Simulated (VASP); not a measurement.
C:

```
C
1.0
     0.00000    2.12700    3.34800
     1.22800    0.00000    3.34800
     1.22800    2.12700    0.00000
C
2
Direct
  0.16667 0.83333 0.16667
  0.83333 0.16667 0.83333
```

This isn't the form of C at room conditions, which is graphite.

Base run:

- Program: VASP 6.6.1
- Functional: PBE
- Potentials or basis: VASP PAW PBE potentials, release 64 (C)
- Cutoff: 520 eV
- k mesh: 9 × 9 × 9
- Occupations: fermi-dirac, width 0.05 eV
- Spin: no spin polarisation

Its results: band gap on the k mesh 0.16 eV, direct; pressure 5.1 GPa; largest force 0.023 eV/Å.

Problem. The run is repeated on the same cell with these changes: k mesh from 9 × 9 × 9 to 5 × 5 × 5. What comes out?

Solution. Band gap on the k mesh 1.83 eV, indirect (least direct gap 2.51 eV); pressure 5.2 GPa; largest force 0.069 eV/Å.

Caveats: some runs use coarse meshes; an odd mesh through Γ misses points on the zone boundary, where band edges often lie.
